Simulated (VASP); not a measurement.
# TePb (P1) in VASP: a series of runs, part 2 of 2

VASP 6.6.1. Earlier steps stand in the parts before.

### 3 Single point, PBEsol

INCAR

```
  ALGO = Fast
  EDIFF = 1E-6
  ENCUT = 520
  GGA = PS
  ISIF = 2
  ISMEAR = -1
  LASPH = True
  LCHARG = False
  LREAL = False
  LWAVE = False
  NBANDS = 17
  NELM = 100
  PREC = Accurate
  SIGMA = 0.05
```

KPOINTS

```
k-points
0
Gamma
  6 6 6
```

POSCAR

```
TePb
1.0
    0.0000000000      3.2310000000      3.2310000000
    3.2310000000      0.0000000000      3.2310000000
    3.2310000000      3.2310000000      0.0000000000
Te Pb
1 1
Direct
    0.4826273057      0.4760251003      0.4893193323
   -0.0153636657     -0.0235888303     -0.0168914723
```

Potentials or basis: VASP PAW PBE potentials, release 64 (Te, Pb_d).

Command:

```bash
cat potpaw_PBE.64/Te/POTCAR potpaw_PBE.64/Pb_d/POTCAR > POTCAR
mpirun -np 1 vasp_std > vasp.out
```

OUTCAR:

```text
EDIFF = 1E-6
   ENCUT = 520
   GGA = PS
   ISIF = 2
   ISMEAR = -1
   LASPH = True
   LREAL = False
   NELM = 100
   PREC = Accurate

 ion  position               nearest neighbor table
   1  0.483  0.476  0.489-   2 3.21   2 3.22   2 3.22   2 3.24   2 3.24   2 3.25
   2  0.985  0.976  0.983-   1 3.21   1 3.22   1 3.22   1 3.24   1 3.24   1 3.25

  LATTYP: Found a face centered cubic cell.
 ALAT       =     6.4620000000

  Lattice vectors:

 A1 = (   0.0000000000,   3.2310000000,   3.2310000000)
 A2 = (   3.2310000000,   0.0000000000,   3.2310000000)
 A3 = (   3.2310000000,   3.2310000000,   0.0000000000)

Analysis of symmetry for initial positions (statically):
=====================================================================
 Subroutine PRICEL returns:
 Original cell was already a primitive cell.

 Routine SETGRP: Setting up the symmetry group for a
 face centered cubic supercell.

 Subroutine GETGRP returns: Found  1 space group operations
 (whereof  1 operations were pure point group operations)
 out of a pool of 48 trial point group operations.

The static configuration has the point symmetry C_1 .

Analysis of symmetry for dynamics (positions and initial velocities):
=====================================================================
 Subroutine PRICEL returns:
 Original cell was already a primitive cell.

 Routine SETGRP: Setting up the symmetry group for a
 face centered cubic supercell.

 Subroutine GETGRP returns: Found  1 space group operations
 (whereof  1 operations were pure point group operations)
 out of a pool of 48 trial point group operations.

The dynamic configuration has the point symmetry C_1 .

 Subroutine INISYM returns: Found  1 space group operations
 (whereof  1 operations are pure point group operations),
 and found     1 'primitive' translations

----------------------------------------------------------------------------------------

                                     Primitive cell

  volume of cell :      67.4592

  direct lattice vectors                    reciprocal lattice vectors
     0.000000000  3.231000000  3.231000000    -0.154750851  0.154750851  0.154750851
     3.231000000  0.000000000  3.231000000     0.154750851 -0.154750851  0.154750851
     3.231000000  3.231000000  0.000000000     0.154750851  0.154750851 -0.154750851

  length of vectors
     4.569324020  4.569324020  4.569324020     0.268036337  0.268036337  0.268036337

  position of ions in fractional coordinates (direct lattice)
     0.482627306  0.476025100  0.489319332
     0.984636334  0.976411170  0.983108528

  ion indices of the primitive-cell ions
   primitive index   ion index
                 1           1
                 2           2

----------------------------------------------------------------------------------------

 KPOINTS: k-points

Automatic generation of k-mesh.
 Grid dimensions read from file:
 generate k-points for:    6    6    6

 Generating k-lattice:

  Cartesian coordinates                     Fractional coordinates (reciprocal lattice)
    -0.025791809  0.025791809  0.025791809     0.166666667  0.000000000  0.000000000
     0.025791809 -0.025791809  0.025791809     0.000000000  0.166666667  0.000000000
     0.025791809  0.025791809 -0.025791809     0.000000000  0.000000000  0.166666667

  Length of vectors
     0.044672723  0.044672723  0.044672723

  Shift w.r.t. Gamma in fractional coordinates (k-lattice)
     0.000000000  0.000000000  0.000000000

 Subroutine IBZKPT returns following result:
 ===========================================

 Found    112 irreducible k-points:

 Following reciprocal coordinates:
            Coordinates               Weight
  0.000000  0.000000  0.000000      1.000000
  0.166667  0.000000  0.000000      2.000000
  0.000000  0.166667  0.000000      2.000000
  0.000000  0.000000  0.166667      2.000000
  0.166667  0.166667  0.166667      2.000000
  0.333333  0.000000  0.000000      2.000000
[... 16 lines left out ...]
  0.166667 -0.166667 -0.166667      2.000000
  0.333333  0.333333  0.166667      2.000000
 [... further k-points ...]
   k-points           NKPTS =    112   k-points in BZ     NKDIM =    112   number of bands    NBANDS=     17
   number of dos      NEDOS =    301   number of ions     NIONS =      2
   total plane-waves  NPLWV =  46656
   dimension x,y,z NGX =    36 NGY =   36 NGZ =   36
   dimension x,y,z NGXF=    72 NGYF=   72 NGZF=   72
   ions per type =               1   1
   NGX,Y,Z   is equivalent  to a cutoff of  13.10, 13.10, 13.10 a.u.
   NGXF,Y,Z  is equivalent  to a cutoff of  26.20, 26.20, 26.20 a.u.
 SYSTEM =  unknown system
   PREC   = accura    normal or accurate (medium, high low for compatibility)
   ISTART =      0    job   : 0-new  1-cont  2-samecut
   ICHARG =      2    charge: 1-file 2-atom 10-const
   ISPIN  =      1    spin polarized calculation?
   LNONCOLLINEAR =      F non collinear calculations
   LSORBIT =      F    spin-orbit coupling
   LASPH  =      T    aspherical Exc in radial PAW
   ENCUT  =  520.0 eV  38.22 Ry    6.18 a.u.   8.50  8.50  8.50*2*pi/ulx,y,z
   NELM   =    100;   NELMIN=  2; NELMDL= -5     # of ELM steps
   EDIFF  = 0.1E-05   stopping-criterion for ELM
   LREAL  =      F    real-space projection
   EDIFFG = 0.1E-04   stopping-criterion for IOM
   NSW    =      0    number of steps for IOM
   IBRION =     -1    ionic relax: 0-MD 1-quasi-New 2-CG
   NFREE  =      0    steps in history (QN), initial steepest desc. (CG)
   ISIF   =      2    stress and relaxation
   ISYM   =      2    0-nonsym 1-usesym 2-fastsym
   POTIM  = 0.5000    time-step for ionic-motion
   TEBEG  =    0.0;   TEEND  =   0.0 temperature during run
   PSTRESS=    0.0 pullay stress
   NELECT =      20.0000    total number of electrons
   NUPDOWN=      -1.0000    fix difference up-down
   EMIN   =  10.00;   EMAX   =-10.00  energy-range for DOS
   EFERMI =   0.00;   METHOD = LEGACY
   ISMEAR =    -1;   SIGMA  =   0.05  broadening in eV -4-tet -1-fermi 0-gaus
   EFERMI_NEDOS =   21; number of points for ismear=-14 and -15
   IALGO  =     68    algorithm
   IMIX   =      4    mixing-type and parameters
     AMIX     =   0.40;   BMIX     =  1.00
     AMIX_MAG =   1.60;   BMIX_MAG =  1.00
  volume/ion in A,a.u.               =      33.73       227.62
  Fermi-wavevector in a.u.,A,eV,Ry     =   1.091619  2.062861 16.213147  1.191633
  Thomas-Fermi vector in A             =   2.227868
   LORBIT       =      0    0 simple, 1 ext, 2 COOP (PROOUT), +10 PAW based schemes
   GGA     = PS    functional components
   LHFCALC =     F    Hartree Fock is set to
   AEXX    =    0.0000 exact exchange contribution
   IVDW    =     0    specifies the selected vdW correction
   LEPSILON=     F    determine dielectric tensor
   LRPA    =     F    only Hartree local field effects (RPA)
 non-spin polarized calculation
 RMM-DIIS sequential band-by-band and
  energy-cutoff  :      520.00
  volume of cell :       67.46
 maximum number of plane-waves:      1853
 NGX is ok and might be reduce to    36
   NGX = 17   NGY = 17   NGZ = 17

 number of electron      20.0000001 magnetization

 Free energy of the ion-electron system (eV)
  ---------------------------------------------------
  ext. energy  EPLUGINS =         0.00000000
  ---------------------------------------------------
  free energy    TOTEN  =        -8.25936562 eV

  energy without entropy =       -8.25932932  energy(sigma->0) =       -8.25934747

 E-fermi :   5.7947     XC(G=0):  -9.4707

 val. band max:        5.4584165000   @ k =   0.0000   0.5000   0.0000
 cond. band min:       6.1278874123   @ k =   0.0000   0.5000   0.0000
 fundamental gap:      0.6694709123
 Fermi energy:         5.7947342393

 k-point     1 :       0.0000    0.0000    0.0000
  band No.  band energies     occupation
      1     -11.1698      2.00000
      2     -11.1698      2.00000
      3     -11.1589      2.00000
      4     -11.1589      2.00000
      5     -11.1589      2.00000
      6      -6.5743      2.00000
[... 9 lines left out ...]
     16      11.2215      0.00000
     17      12.7234      0.00000
[... 441 lines left out ...]
 k-point    24 :       0.3333    0.3333    0.1667
  band No.  band energies     occupation
      1     -11.1928      2.00000
      2     -11.1700      2.00000
      3     -11.1606      2.00000
      4     -11.1469      2.00000
      5     -11.1441      2.00000
      6      -5.7509      2.00000
[... 9 lines left out ...]
     16      13.8948      0.00000
     17      15.2641      0.00000

 [... further k-points ...]

------------------------ aborting loop because EDIFF is reached ----------------------------------------

  FORCE on cell =-STRESS in cart. coord.  units (eV):
  Direction    XX          YY          ZZ          XY          YZ          ZX
  --------------------------------------------------------------------------------------
  -------------------------------------------------------------------------------------
  Total       -0.1640196     -0.1668664     -0.1687753      0.0009982     -0.0003608     -0.0005216
  in kB       -3.8955207     -3.9631327     -4.0084700      0.0237078     -0.0085697     -0.0123892
  external PRESSURE =      -3.9557078 kB  Pullay stress =       0.0000000 kB

 VOLUME and BASIS-vectors are now :
 -----------------------------------------------------------------------------
  energy-cutoff  :      520.00
  volume of cell :       67.46
      direct lattice vectors                 reciprocal lattice vectors
     0.000000000  3.231000000  3.231000000    -0.154750851  0.154750851  0.154750851
     3.231000000  0.000000000  3.231000000     0.154750851 -0.154750851  0.154750851
     3.231000000  3.231000000  0.000000000     0.154750851  0.154750851 -0.154750851

 POSITION                                       TOTAL-FORCE (eV/Angst)
 -----------------------------------------------------------------------------------
      3.11903      3.14036      3.09741        -0.004983     -0.003673      0.001966
      6.33121      6.35778      6.33614         0.004983      0.003673     -0.001966
 -----------------------------------------------------------------------------------
    total drift:                                0.000054      0.000236      0.000114

  FREE ENERGIE OF THE ION-ELECTRON SYSTEM (eV)
  ---------------------------------------------------
  free  energy   TOTEN  =        -8.2593656202 eV

  energy  without entropy=       -8.2593293167  energy(sigma->0) =       -8.25934747
```

OSZICAR:

```text
N       E                     dE             d eps       ncg     rms          rms(c)
DAV:   1     0.145389741769E+03    0.14539E+03   -0.88853E+03  3808   0.117E+03
DAV:   2     0.201483581461E+01   -0.14337E+03   -0.13875E+03  3974   0.292E+02
DAV:   3    -0.810489794090E+01   -0.10120E+02   -0.10043E+02  4965   0.830E+01
DAV:   4    -0.837045867197E+01   -0.26556E+00   -0.26540E+00  4918   0.148E+01
DAV:   5    -0.838018333686E+01   -0.97247E-02   -0.97244E-02  5541   0.258E+00    0.338E+00
RMM:   6    -0.826535774102E+01    0.11483E+00   -0.11570E-01  4322   0.243E+00    0.208E+00
RMM:   7    -0.825981603070E+01    0.55417E-02   -0.63360E-02  4684   0.128E+00    0.821E-01
RMM:   8    -0.825935867286E+01    0.45736E-03   -0.72457E-03  4880   0.131E+00    0.746E-02
RMM:   9    -0.825935138304E+01    0.72898E-05   -0.22354E-03  5111   0.417E-01    0.593E-02
RMM:  10    -0.825936015712E+01   -0.87741E-05   -0.53228E-04  5636   0.243E-01    0.377E-02
RMM:  11    -0.825936574169E+01   -0.55846E-05   -0.99635E-05  6005   0.855E-02    0.169E-02
RMM:  12    -0.825936548003E+01    0.26166E-06   -0.14204E-05  5029   0.461E-02    0.220E-03
RMM:  13    -0.825936562017E+01   -0.14015E-06   -0.49201E-06  4104   0.224E-02
   1 F= -.82593656E+01 E0= -.82593475E+01  d E =-.363035E-04
```

Run time: 2.4 min. Hardware: 1 thread of AMD EPYC 7R13 (Zen 3), shared host; peak memory 0.27 GiB.

What came out:

```yaml
Free_energy: -8.2594 eV
Pressure: -0.4 GPa
Largest_force: 0.006 eV/Å
Band_gap_on_the_k_mesh: 0.67 eV, direct
```

Forces on the atoms (eV/Å):
```
Te  -0.005 -0.004  0.002
Pb   0.005  0.004 -0.002
```

Caveat: the PAW data sets were made with another functional, which shifts forces and pressure a little; spin-orbit coupling is left out, which as a rule narrows the gap of such compounds by several tenths of an eV. A k mesh can miss the band edges.
